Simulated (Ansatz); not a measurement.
A 2-atom cell of CaSe started from a crystallographic database, relaxed with r2SCAN: 7 runs in Ansatz, each a construction of maximally localised Wannier functions. Space group Fm-3m (No. 225), cubic; a = 5.935 Å in the conventional setting, 26.13 Å³ an atom. Around Ca lie 6 Se at 2.97 Å; around Se lie 6 Ca at 2.97 Å. Calculated for a static, non-magnetic cell.

```xyz
2
Lattice="0.0000 2.9675 2.9675 2.9675 0.0000 2.9675 2.9675 2.9675 0.0000" Properties=species:S:1:pos:R:3 pbc="T T T"
Ca    0.0000    0.0000    0.0000
Se    2.9675    2.9675    2.9675
```

Windows count from the top of the filled bands; a dash means that no such window was set (without an outer window there is no disentanglement). Rows marked drawn have settings drawn at random (some not listed).

```tsv
functional	SCF mesh	trial orbitals	functions	mesh	window (eV)	frozen (eV)	settings	Ω total (Å²)	Ω invariant (Å²)	largest spread (Å²)	least projectability	interpolation miss of the model's filled bands (eV, to the nearest computed level)
PBE	6×6×6	Se s, Se p	4	6×6×6	–	–	chosen	7.47	6.29	1.87	0.92	0.036
PBE	6×6×6	Se s, Se p	4	4×4×4	–	–	drawn	6.97	5.81	1.74	0.92	0.129
r2SCAN	6×6×6	Se s, Se p	4	6×6×6	–	–	chosen	7.19	6.01	1.80	0.93	0.027
r2SCAN	6×6×6	Se p	3	6×6×6	–	–	chosen	7.08	7.03	2.36	0.92	0.027
HSE06	6×6×6	Se p	3	6×6×6	–	–	chosen	7.05	7.01	2.35	0.92	–
```

Q: Estimate from these rows what the further settings give.

| functional | SCF mesh | trial orbitals | functions | mesh | window (eV) | frozen (eV) | settings |
| --- | --- | --- | --- | --- | --- | --- | --- |
| HSE06 | 6×6×6 | Se s, Se p | 4 | 6×6×6 | – | – | chosen |
| PBE | 6×6×6 | Se p | 3 | 6×6×6 | – | – | chosen |

A:
```json
{"functional": "HSE06", "SCF mesh": "6×6×6", "trial orbitals": "Se s, Se p", "functions": "4", "mesh": "6×6×6", "window (eV)": "–", "frozen (eV)": "–", "settings": "chosen", "Ω total (Å²)": "7.16", "Ω invariant (Å²)": "5.97", "largest spread (Å²)": "1.79", "least projectability": "0.93", "interpolation miss of the model's filled bands (eV, to the nearest computed level)": "–"}
{"functional": "PBE", "SCF mesh": "6×6×6", "trial orbitals": "Se p", "functions": "3", "mesh": "6×6×6", "window (eV)": "–", "frozen (eV)": "–", "settings": "chosen", "Ω total (Å²)": "7.36", "Ω invariant (Å²)": "7.30", "largest spread (Å²)": "2.45", "least projectability": "0.91", "interpolation miss of the model's filled bands (eV, to the nearest computed level)": "0.036"}
```

Spin-orbit coupling is left out.
